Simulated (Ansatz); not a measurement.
# In: which structure wins at one pressure

Aim: bring In in several structures (bcc, hcp, diamond, beta tin, omega) to one pressure and rank them by enthalpy. The pressure is set by scaling the first phase. The runs shown use LAPW. Companion runs by PAW are cited.

Program: Ansatz 0.2.0. Level of theory: DFT, PBE, all-electron LAPW, scalar-relativistic. These are calculated values, not measurements.

## Step 1: Starting point

The structure is cubic, space group Im-3m (No. 229). Conventional cell: a = 3.653 Å, b = 3.653 Å, c = 3.653 Å, α = 90.00°, β = 90.00°, γ = 90.00°. In (site symmetry m-3m) is surrounded by 8 In at 3.16 Å.

Structure file:

```cif
data_structure
_symmetry_space_group_name_H-M 'Im-3m'
_symmetry_Int_Tables_number 229
_cell_length_a 3.6527
_cell_length_b 3.6527
_cell_length_c 3.6527
_cell_angle_alpha 90.000
_cell_angle_beta 90.000
_cell_angle_gamma 90.000
_cell_volume 48.74
loop_
_atom_site_label
_atom_site_type_symbol
_atom_site_symmetry_multiplicity
_atom_site_Wyckoff_symbol
_atom_site_fract_x
_atom_site_fract_y
_atom_site_fract_z
_atom_site_occupancy
In1 In 2 a 0.00000 0.00000 0.00000 1
```

The file gives the conventional cell by its symmetry; the runs use the cell typed in the input.

## Step 2: Bcc relaxed under pressure, LAPW

input.yaml reads:

```yaml
crystal:
  lattice:
    - [-1.8263656953, 1.8263656953, 1.8263656953]
    - [1.8263656953, -1.8263656953, 1.8263656953]
    - [1.8263656953, 1.8263656953, -1.8263656953]
  atoms:
    - { symbol: In, position: [0.0, 0.0, 0.0] }
kpoints:
  mp_grid: { grid: [15, 15, 15] }
scf:
  occupations: { method: fermi_dirac, width: 0.05 }
hamiltonian:
  xc: pbe
  pseudopotentials: { kind: all_electron, lapw: { basis_error: 0.0005 } }
output:
  forces: true
  stress: true
  eigenvalues: true
relax:
  f_tol: 0.005
  max_steps: 12
  cell: { p_target: 6.2, stress_tol: 0.03 }
```

Launch:

```console
$ ansatz run input.yaml --threads 1 --pin off --max-ram 3584MiB --backend cpu --events-out ev --progress --plain --runs-dir out
```

Standard output (excerpt; [...] marks lines left out):

```text
[...]
LAPW: plane waves up to 7.652 Å⁻¹, error target 5.0e-4 eV per atom; small_component_spin mean_spin; In in spheres of 1.534 Å, 21 of its electrons in bands, Dirac shells []
[...]
Pseudopotentials: kind: all_electron
Pseudopotential: In, LAPW, valence charge 21, Koelling and Harmon's equation, gaussian nucleus
Functional definition: PBE
[...]
Crystal: 1 atoms, lattice volume = 24.368 Å³
Basis set: ecut = 223.09681077982077 eV, 177 PW (Γ), exchange–correlation at level 2
Bands: 15, of which v1, the nominal top of the filled ones, is band 11 counted from 1 (10 counted from 0)
Symmetry: 48 space group operations
Space group: Im-3m (ITA 229), of the structure as read, at distance tolerance 2.9e-5 Å
k-points: 120 of 3375
[...]
SCF iter   1: F=—  HF=-160045.938353 eV  |F-HF|=—  |Δ(HF+E_count)|=         —  Δρ=7.63e-3  dr2=1.11e-2  ethr=5.24e-5  ⟨swp⟩=3.3  Hψ=12912  notcnv=0
[...]
relax step   1: F+E_penalty+E_count = -160045.90514349 eV  Δ(F+E_penalty+E_count) = +0.000e0 eV  max|allowed force component| = 0.000e0 eV/Å  Δτ_max = 0.0000 Å  P = +6.229 GPa  Ω = 24.368 Å³  (7 SCF iters, accepted)
[...]
relax step   2: F+E_penalty+E_count = -160045.90514349 eV  Δ(F+E_penalty+E_count) = -1.543e-9 eV  max|allowed force component| = 0.000e0 eV/Å  Δτ_max = 0.0000 Å  P = +6.229 GPa  Ω = 24.368 Å³  stress off target by 2.94e-2 GPa  SCF on the basis re-selected at this cell (its energy is not [...]
SCF converged after 2 iterations
Free energy (F): -160045.905143 eV
[...]
E sigma→0 (E₀):  -160045.903368 eV
Entropy (-TS):   -0.003551 eV (-3.551 meV/atom)
Fermi energy:    14.815032 eV
[...]
--- Forces (eV/Å), atoms counted from 1 ---
  atom   1  In    -0.00000000    -0.00000000     0.00000000
[...]
--- Stress (GPa, compression-positive) ---
        6.229441       0.000000      -0.000000
        0.000000       6.229441       0.000000
       -0.000000       0.000000       6.229441
  P = ⅓ Tr σ = 6.2294 GPa (62.294 kbar)
--- Band table (eV; the first three rows and the last of 120) ---
  k-point 0: bands = ["-100.6887", "-59.1642", "-59.1642", "-59.1642", "0.0404", "0.0404", "0.0404", "0.3726", "0.3726", "4.7739", "26.7588", "26.7588", "26.7588", "28.0159", "28.0159"]
[...]
--- Relaxed structure (1 steps of the walk, 1 accepted, 1 SCFs on fresh bases) ---
  F+E_penalty+E_count = -160045.90514349 eV   max|allowed force component| = 0.000e0 eV/Å   (the final SCF, on the basis selected at the relaxed cell)
  cell:  # Å, volume = 24.3682 Å³
    - [-1.8263656953, 1.8263656953, 1.8263656953]
    - [1.8263656953, -1.8263656953, 1.8263656953]
    - [1.8263656953, 1.8263656953, -1.8263656953]
  atoms:
    - { symbol: In, position: [0.0, 0.0, 0.0] }
```

Wall time 8.9 s (1 thread of Intel Xeon 6975P-C (Granite Rapids), shared host); peak memory 0.36 GiB.

Step by step:

```tsv
step	energy from step 1 (eV/cell)	largest force component (eV/Å)	pressure (GPa)	volume (Å³)
1	0.0000	0.0000	6.23	24.37
2	0.0000	0.0000	6.23	24.37
```

Step 1 is the start. Step 2 repeats the geometry before on a plane-wave basis chosen anew for that cell, so the energy can jump there without any move; the table keeps such jumps.

| input's cell | before | after | change |
| --- | --- | --- | --- |
| a (Å) | 3.163 | 3.163 | +0.0 % |
| b (Å) | 3.163 | 3.163 | +0.0 % |
| c (Å) | 3.163 | 3.163 | +0.0 % |
| volume (Å³/atom) | 24.37 | 24.37 | +0.0 % |

In short: pressure 6.23 GPa; no gap.

## Step 3: Hcp relaxed under pressure, LAPW

input.yaml reads:

```yaml
crystal:
  lattice:
    - [3.2252742375, 0.0, 0.0]
    - [-1.6126371188, 2.7931694239, 0.0]
    - [0.0, 0.0, 5.4055839029]
  atoms:
    - { symbol: In, position: [0.3333333333, 0.6666666667, 0.25] }
    - { symbol: In, position: [0.6666666667, 0.3333333333, 0.75] }
kpoints:
  mp_grid: { grid: [14, 14, 8] }
scf:
  occupations: { method: fermi_dirac, width: 0.05 }
hamiltonian:
  xc: pbe
  pseudopotentials: { kind: all_electron, lapw: { basis_error: 0.0005 } }
output:
  forces: true
  stress: true
  eigenvalues: true
relax:
  f_tol: 0.005
  max_steps: 12
  cell: { p_target: 6.2, stress_tol: 0.03 }
```

Launch:

```console
$ ansatz run input.yaml --threads 1 --pin off --max-ram 3584MiB --backend cpu --events-out ev --progress --plain --runs-dir out
```

Standard output (excerpt; [...] marks lines left out):

```text
[...]
LAPW: plane waves up to 7.472 Å⁻¹, error target 5.0e-4 eV per atom; small_component_spin mean_spin; In in spheres of 1.564 Å, 21 of its electrons in bands, Dirac shells []
[...]
Pseudopotentials: kind: all_electron
Pseudopotential: In, LAPW, valence charge 21, Koelling and Harmon's equation, gaussian nucleus
Functional definition: PBE
[...]
Crystal: 2 atoms, lattice volume = 48.697 Å³
Basis set: ecut = 212.7234923694074 eV, 337 PW (Γ), exchange–correlation at level 2
Bands: 26, of which v1, the nominal top of the filled ones, is band 21 counted from 1 (20 counted from 0)
Symmetry: 24 space group operations
Space group: P63/mmc (ITA 194), of the structure as read, at distance tolerance 3.7e-5 Å
k-points: 120 of 1568
[...]
SCF iter   1: F=—  HF=-320091.892164 eV  |F-HF|=—  |Δ(HF+E_count)|=         —  Δρ=7.17e-3  dr2=1.83e-2  ethr=4.33e-5  ⟨swp⟩=3.0  Hψ=21946  notcnv=0
[...]
--- Forces (eV/Å), atoms counted from 1 ---
  atom   1  In    -0.00000000     0.00000000     0.00000000
  atom   2  In     0.00000000    -0.00000000     0.00000000
[...]
--- Stress (GPa, compression-positive) ---
        6.208976       0.000000      -0.000000
        0.000000       6.208976       0.000000
       -0.000000       0.000000       6.207241
  P = ⅓ Tr σ = 6.2084 GPa (62.084 kbar)
--- Band table (eV; the first three rows and the last of 120) ---
[... band rows left out ...]
[...]
--- Relaxed structure (1 steps of the walk, 1 accepted, 1 SCFs on fresh bases) ---
  F+E_penalty+E_count = -320091.82648951 eV   max|allowed force component| = 6.361e-18 eV/Å   (the final SCF, on the basis selected at the relaxed cell)
  cell:  # Å, volume = 48.6975 Å³
    - [3.225274237530897, 2.8867545547526355e-11, 0.0]
    - [-1.6126371187904485, 2.7931694238588087, 0.0]
    - [0.0, 0.0, 5.4055839029]
  atoms:
    - { symbol: In, position: [0.33333333333333326, 0.6666666666666667, 0.25] }
    - { symbol: In, position: [0.6666666666666666, 0.33333333333333337, 0.7500000000000001] }
```

Run time: 23 s. Hardware: 1 thread of Intel Xeon 6975P-C (Granite Rapids), shared host; peak memory 0.54 GiB.

The steps of the relaxation:

```tsv
step	energy from step 1 (eV/cell)	largest force component (eV/Å)	pressure (GPa)	volume (Å³)
1	0.0000	0.0000	6.21	48.70
2	0.0000	0.0000	6.21	48.70
```

Step 1 is the start. Step 2 repeats the geometry before on a plane-wave basis chosen anew for that cell, so the energy can jump there without any move; the table keeps such jumps.

| input's cell | before | after | change |
| --- | --- | --- | --- |
| a (Å) | 3.225 | 3.225 | +0.0 % |
| b (Å) | 3.225 | 3.225 | +0.0 % |
| c (Å) | 5.406 | 5.406 | -0.0 % |
| volume (Å³/atom) | 24.35 | 24.35 | -0.0 % |

In short: pressure 6.21 GPa; no gap.

## Step 4: Diamond relaxed under pressure, LAPW

input.yaml reads:

```yaml
crystal:
  lattice:
    - [0.0, 3.1711913215, 3.1711913215]
    - [3.1711913215, 0.0, 3.1711913215]
    - [3.1711913215, 3.1711913215, 0.0]
  atoms:
    - { symbol: In, position: [-0.125, -0.125, -0.125] }
    - { symbol: In, position: [0.125, 0.125, 0.125] }
kpoints:
  mp_grid: { grid: [11, 11, 11] }
scf:
  occupations: { method: fermi_dirac, width: 0.05 }
hamiltonian:
  xc: pbe
  pseudopotentials: { kind: all_electron, lapw: { basis_error: 0.0005 } }
output:
  forces: true
  stress: true
  eigenvalues: true
relax:
  f_tol: 0.005
  max_steps: 12
  cell: { p_target: 6.2, stress_tol: 0.03 }
```

Launch:

```console
$ ansatz run input.yaml --threads 1 --pin off --max-ram 3584MiB --backend cpu --events-out ev --progress --plain --runs-dir out
```

Standard output (excerpt; [...] marks lines left out):

```text
[...]
LAPW: plane waves up to 9.059 Å⁻¹, error target 5.0e-4 eV per atom; small_component_spin mean_spin; In in spheres of 1.332 Å, 21 of its electrons in bands, Dirac shells []
[...]
Pseudopotentials: kind: all_electron
Pseudopotential: In, LAPW, valence charge 21, Koelling and Harmon's equation, gaussian nucleus
Functional definition: PBE
[...]
Crystal: 2 atoms, lattice volume = 63.782 Å³
Basis set: ecut = 312.6935649160963 eV, 821 PW (Γ), exchange–correlation at level 2
Bands: 26, of which v1, the nominal top of the filled ones, is band 21 counted from 1 (20 counted from 0)
Symmetry: 48 space group operations
Space group: Fd-3m (ITA 227), of the structure as read, at distance tolerance 4.0e-5 Å
k-points: 56 of 1331
[...]
SCF iter   1: F=—  HF=-320091.109642 eV  |F-HF|=—  |Δ(HF+E_count)|=         —  Δρ=1.14e-2  dr2=5.49e-2  ethr=1.28e-4  ⟨swp⟩=3.0  Hψ=9709  notcnv=0
[...]
Entropy (-TS):   -0.011662 eV (-5.831 meV/atom)
Fermi energy:    9.976419 eV
[...]
--- Forces (eV/Å), atoms counted from 1 ---
  atom   1  In     0.00000000    -0.00000000     0.00000000
  atom   2  In     0.00000000    -0.00000000     0.00000000
[...]
--- Stress (GPa, compression-positive) ---
        6.200644       0.000000      -0.000000
        0.000000       6.200644       0.000000
       -0.000000       0.000000       6.200644
  P = ⅓ Tr σ = 6.2006 GPa (62.006 kbar)
--- Band table (eV; the first three rows and the last of 56) ---
[... band rows left out ...]
[...]
--- Relaxed structure (1 steps of the walk, 1 accepted, 1 SCFs on fresh bases) ---
  F+E_penalty+E_count = -320091.07254194 eV   max|allowed force component| = 2.313e-18 eV/Å   (the final SCF, on the basis selected at the relaxed cell)
  cell:  # Å, volume = 63.7819 Å³
    - [0.0, 3.1711913215, 3.1711913215]
    - [3.1711913215, 0.0, 3.1711913215]
    - [3.1711913215, 3.1711913215, 0.0]
  atoms:
    - { symbol: In, position: [-0.125, -0.125, -0.125] }
    - { symbol: In, position: [0.125, 0.125, 0.125] }
```

Wall time 21 s (1 thread of Intel Xeon 6975P-C (Granite Rapids), shared host); peak memory 0.5 GiB.

The steps of the relaxation:

```tsv
step	energy from step 1 (eV/cell)	largest force component (eV/Å)	pressure (GPa)	volume (Å³)
1	0.0000	0.0000	6.20	63.78
2	0.0000	0.0000	6.20	63.78
```

Step 1 is the start. Step 2 repeats the geometry before on a plane-wave basis chosen anew for that cell, so the energy can jump there without any move; the table keeps such jumps.

| input's cell | before | after | change |
| --- | --- | --- | --- |
| a (Å) | 4.485 | 4.485 | +0.0 % |
| b (Å) | 4.485 | 4.485 | +0.0 % |
| c (Å) | 4.485 | 4.485 | +0.0 % |
| volume (Å³/atom) | 31.89 | 31.89 | +0.0 % |

In short: pressure 6.20 GPa; no gap.

## Step 5: Beta tin relaxed under pressure, LAPW

input.yaml reads:

```yaml
crystal:
  lattice:
    - [-2.8734552439, 2.8734552439, 1.5196521229]
    - [2.8734552439, -2.8734552439, 1.5196521229]
    - [2.8734552439, 2.8734552439, -1.5196521229]
  atoms:
    - { symbol: In, position: [-0.375, -0.125, -0.25] }
    - { symbol: In, position: [0.375, 0.125, 0.25] }
kpoints:
  mp_grid: { grid: [14, 14, 14] }
scf:
  occupations: { method: fermi_dirac, width: 0.05 }
hamiltonian:
  xc: pbe
  pseudopotentials: { kind: all_electron, lapw: { basis_error: 0.0005 } }
output:
  forces: true
  stress: true
  eigenvalues: true
relax:
  f_tol: 0.005
  max_steps: 12
  cell: { p_target: 6.2, stress_tol: 0.03 }
```

Launch:

```console
$ ansatz run input.yaml --threads 1 --pin off --max-ram 3584MiB --backend cpu --events-out ev --progress --plain --runs-dir out
```

Standard output (excerpt; [...] marks lines left out):

```text
[...]
LAPW: plane waves up to 8.252 Å⁻¹, error target 5.0e-4 eV per atom; small_component_spin mean_spin; In in spheres of 1.442 Å, 21 of its electrons in bands, Dirac shells []
[...]
Pseudopotentials: kind: all_electron
Pseudopotential: In, LAPW, valence charge 21, Koelling and Harmon's equation, gaussian nucleus
Functional definition: PBE
[...]
Crystal: 2 atoms, lattice volume = 50.190 Å³
Basis set: ecut = 259.4237279787112 eV, 467 PW (Γ), FFT grids on a1+a2, a2, a3, exchange–correlation at level 2
Bands: 26, of which v1, the nominal top of the filled ones, is band 21 counted from 1 (20 counted from 0)
Symmetry: 16 space group operations
Space group: I41/amd (ITA 141), of the structure as read, at distance tolerance 3.7e-5 Å
k-points: 244 of 2744
[...]
Fermi energy:    14.184107 eV
[...]
--- Forces (eV/Å), atoms counted from 1 ---
  atom   1  In    -0.00000000     0.00000000     0.00000000
  atom   2  In    -0.00000000     0.00000000     0.00000000
[...]
--- Stress (GPa, compression-positive) ---
        6.212814       0.000000       0.000000
        0.000000       6.212814       0.000000
        0.000000       0.000000       6.208340
  P = ⅓ Tr σ = 6.2113 GPa (62.113 kbar)
--- Band table (eV; the first three rows and the last of 244) ---
[... band rows left out ...]
[...]
--- Relaxed structure (1 steps of the walk, 1 accepted, 1 SCFs on fresh bases) ---
  F+E_penalty+E_count = -320091.69557586 eV   max|allowed force component| = 2.168e-19 eV/Å   (the final SCF, on the basis selected at the relaxed cell)
  cell:  # Å, volume = 50.1895 Å³
    - [-2.8734552439, 2.8734552439, 1.5196521229]
    - [2.8734552439, -2.8734552439, 1.5196521229]
    - [2.8734552439, 2.8734552439, -1.5196521229]
  atoms:
    - { symbol: In, position: [-0.37499999999999994, -0.125, -0.25] }
    - { symbol: In, position: [0.37499999999999994, 0.125, 0.25] }
```

Wall time 51 s (1 thread of Intel Xeon 6975P-C (Granite Rapids), shared host); peak memory 0.88 GiB.

The steps of the relaxation:

```tsv
step	energy from step 1 (eV/cell)	largest force component (eV/Å)	pressure (GPa)	volume (Å³)
1	0.0000	0.0000	6.21	50.19
2	0.0000	0.0000	6.21	50.19
```

Step 1 is the start. Step 2 repeats the geometry before on a plane-wave basis chosen anew for that cell, so the energy can jump there without any move; the table keeps such jumps.

| input's cell | before | after | change |
| --- | --- | --- | --- |
| a (Å) | 4.339 | 4.339 | +0.0 % |
| b (Å) | 4.339 | 4.339 | +0.0 % |
| c (Å) | 4.339 | 4.339 | +0.0 % |
| volume (Å³/atom) | 25.09 | 25.09 | +0.0 % |

Read from it: pressure 6.21 GPa; no gap.

## Step 6: Omega relaxed under pressure, LAPW

input.yaml reads:

```yaml
crystal:
  lattice:
    - [5.1739501399, 0.0, 0.0]
    - [-2.58697507, 4.480772259, 0.0]
    - [0.0, 0.0, 3.1737417104]
  atoms:
    - { symbol: In, position: [0.0, 0.0, 0.0] }
    - { symbol: In, position: [0.3333333333, 0.6666666667, 0.5] }
    - { symbol: In, position: [0.6666666667, 0.3333333333, 0.5] }
kpoints:
  mp_grid: { grid: [7, 7, 10] }
scf:
  occupations: { method: fermi_dirac, width: 0.05 }
hamiltonian:
  xc: pbe
  pseudopotentials: { kind: all_electron, lapw: { basis_error: 0.0005 } }
output:
  forces: true
  stress: true
  eigenvalues: true
relax:
  f_tol: 0.005
  max_steps: 12
  cell: { p_target: 6.2, stress_tol: 0.03 }
```

Launch:

```console
$ ansatz run input.yaml --threads 1 --pin off --max-ram 3584MiB --backend cpu --events-out ev --progress --plain --runs-dir out
```

Standard output (excerpt; [...] marks lines left out):

```text
[...]
LAPW: plane waves up to 8.202 Å⁻¹, error target 5.0e-4 eV per atom; small_component_spin mean_spin; In in spheres of 1.449 Å, 21 of its electrons in bands, Dirac shells []
[...]
Pseudopotentials: kind: all_electron
Pseudopotential: In, LAPW, valence charge 21, Koelling and Harmon's equation, gaussian nucleus
Functional definition: PBE
[...]
Crystal: 3 atoms, lattice volume = 73.578 Å³
Basis set: ecut = 256.31850174404696 eV, 681 PW (Γ), exchange–correlation at level 2
Bands: 38, of which v1, the nominal top of the filled ones, is band 32 counted from 1 (31 counted from 0)
Symmetry: 24 space group operations
Space group: P6/mmm (ITA 191), of the structure as read, at distance tolerance 4.2e-5 Å
k-points: 48 of 490
[...]
SCF iter   1: F=—  HF=-480137.827769 eV  |F-HF|=—  |Δ(HF+E_count)|=         —  Δρ=9.46e-3  dr2=6.07e-2  ethr=9.59e-5  ⟨swp⟩=3.0  Hψ=12326  notcnv=0
[...]
  atom   2  In     0.00000000    -0.00000000     0.00000000
  atom   3  In    -0.00000000     0.00000000    -0.00000000
[...]
--- Stress (GPa, compression-positive) ---
        6.204811      -0.000000       0.000000
        0.000000       6.204811       0.000000
        0.000000       0.000000       6.201856
  P = ⅓ Tr σ = 6.2038 GPa (62.038 kbar)
--- Band table (eV; the first three rows and the last of 48) ---
[...]
--- Relaxed structure (1 steps of the walk, 1 accepted, 1 SCFs on fresh bases) ---
  F+E_penalty+E_count = -480137.72791587 eV   max|allowed force component| = 2.120e-18 eV/Å   (the final SCF, on the basis selected at the relaxed cell)
  cell:  # Å, volume = 73.5778 Å³
    - [5.1739501398610575, 2.8867563110991158e-11, 0.0]
    - [-2.5869750699555287, 4.480772259019291, 0.0]
    - [0.0, 0.0, 3.1737417104]
  atoms:
    - { symbol: In, position: [0.0, 0.0, 0.0] }
    - { symbol: In, position: [0.33333333333333337, 0.6666666666666667, 0.5000000000000001] }
    - { symbol: In, position: [0.6666666666666667, 0.33333333333333337, 0.5000000000000001] }
```

Run time: 24 s. Hardware: 1 thread of Intel Xeon 6975P-C (Granite Rapids), shared host; peak memory 0.48 GiB.

The steps of the relaxation:

```tsv
step	energy from step 1 (eV/cell)	largest force component (eV/Å)	pressure (GPa)	volume (Å³)
1	0.0000	0.0000	6.20	73.58
2	0.0000	0.0000	6.20	73.58
```

Step 1 is the start. Step 2 repeats the geometry before on a plane-wave basis chosen anew for that cell, so the energy can jump there without any move; the table keeps such jumps.

| input's cell | before | after | change |
| --- | --- | --- | --- |
| a (Å) | 5.174 | 5.174 | -0.0 % |
| b (Å) | 5.174 | 5.174 | -0.0 % |
| c (Å) | 3.174 | 3.174 | -0.0 % |
| volume (Å³/atom) | 24.53 | 24.53 | -0.0 % |

This run gives: pressure 6.20 GPa; no gap.

## Step 7: All runs together

Rows by PAW come from runs of the same series that aren't printed here.

Enthalpy per atom, H = F + pV at p = 6.2 GPa, from each method's lowest phase:

```
method     start  space group, start → end  volume (Å³/atom)  pressure (GPa)  enthalpy (meV/atom)
  LAPW       bcc             Im-3m → Im-3m            24.368             6.2                  8.9
  LAPW       hcp       P6_3/mmc → P6_3/mmc            24.349             6.2                  0.0
  LAPW   diamond             Fd-3m → Fd-3m            31.891             6.2                668.8
  LAPW  beta tin       I4_1/amd → I4_1/amd            25.095             6.2                 94.3
  LAPW     omega           P6/mmm → P6/mmm            24.526             6.2                 10.8
   PAW       bcc             Im-3m → Im-3m            24.368             6.2                  8.8
   PAW       hcp       P6_3/mmc → P6_3/mmc            24.349             6.2                  0.0
   PAW   diamond             Fd-3m → Fd-3m            31.891             6.2                668.5
   PAW  beta tin       I4_1/amd → I4_1/amd            25.095             6.2                 94.1
   PAW     omega           P6/mmm → P6/mmm            24.526             6.2                 10.7
```

## Step 8: What came out

| quantity | value |
| --- | --- |
| pressure | 6.2 GPa |
| lowest (LAPW) | hcp, 8.9 meV/atom under bcc |
| lowest (PAW) | hcp, 8.8 meV/atom under bcc |

By LAPW the order is hcp < bcc < omega < beta tin < diamond. By PAW the order is hcp < bcc < omega < beta tin < diamond. The methods agree on the lowest phase. Only these structures were tried, with electrons smeared by 0.05 eV and without vibrations, so the true ground state may be another. The k meshes differ between phases and weren't tested, which can move differences by some meV.
